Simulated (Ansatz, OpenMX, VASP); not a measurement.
**One calculation of TiSi2, 3 ways**

```
Ti Si
1.0
     0.00000    4.11752    4.26290
     2.38951    0.00000    4.26290
     2.38951    4.11752    0.00000
Ti Si
2 4
Direct
  0.75000 0.75000 0.75000
  0.50000 0.50000 0.50000
  0.41257 0.08743 0.41257
  0.08743 0.41257 0.08743
  0.16257 0.83743 0.16257
  0.83743 0.16257 0.83743
```

The cell is a database's computed one, not the measured one.

Alike in all runs: task single point; functional PBE; k mesh 7 × 7 × 7; occupations fermi-dirac, width 0.05 eV; no spin polarisation; no spin-orbit coupling. Pressure is positive in compression and, in plane waves, holds the error of the finite cutoff.

| program and potentials | plane-wave cutoff (eV) | notes | pressure (GPa) |
| --- | --- | --- | --- |
| OpenMX, OpenMX 2013 PBE set, Ti7.0-s3p2d2, Si7.0-s2p2d1, grid cutoff 400 Ry | - | atomic basis | 2.99 |
| Ansatz, all-electron LAPW, scalar-relativistic | - | - | 2.07 |
| VASP, PBE PAW files Si, Ti_sv, 520 eV | 520 | - | 2.03 |

Force on atom 6 (Si), eV/Å:

| program and potentials | x | y | z |
| --- | --- | --- | --- |
| OpenMX, OpenMX 2013 PBE set, Ti7.0-s3p2d2, Si7.0-s2p2d1, grid cutoff 400 Ry | -0.007 | 0.024 | -0.006 |
| Ansatz, all-electron LAPW, scalar-relativistic | 0.000 | -0.021 | 0.000 |

The pressure spans 2.03 (VASP, PBE PAW files Si, Ti_sv, 520 eV) to 2.99 GPa (OpenMX, OpenMX 2013 PBE set, Ti7.0-s3p2d2, Si7.0-s2p2d1, grid cutoff 400 Ry), with all-electron results at 2.07. Rows in atomic bases carry the error of their basis and grid, which can be large.

The functional is the same throughout but for its coding, so the spread measures potentials, basis and numerics; runs on potential files found faulty are left out.

All three runs find the cell under compression, so PBE would favour a somewhat larger volume. The close match between the all-electron value of 2.07 GPa and the PAW value of 2.03 GPa suggests that this pressure belongs to the functional and the chosen cell rather than to the PAW potentials. Hybridised Ti 3d and Si 3p states make the disilicide stiff, so even a slight volume mismatch produces a pressure of this order.

The forces test the internal geometry separately. In this C54 structure, silicon sits on a twofold axis and is free to move only along y. The all-electron force respects this, whereas OpenMX gives small x and z components that symmetry forbids, probably from its real-space grid. The two programs also disagree on the sign of the y component, 0.024 against -0.021 eV/Å, so together they don't settle which way silicon would relax. Both forces are nevertheless small, which places the silicon position close to its PBE optimum at this fixed cell.
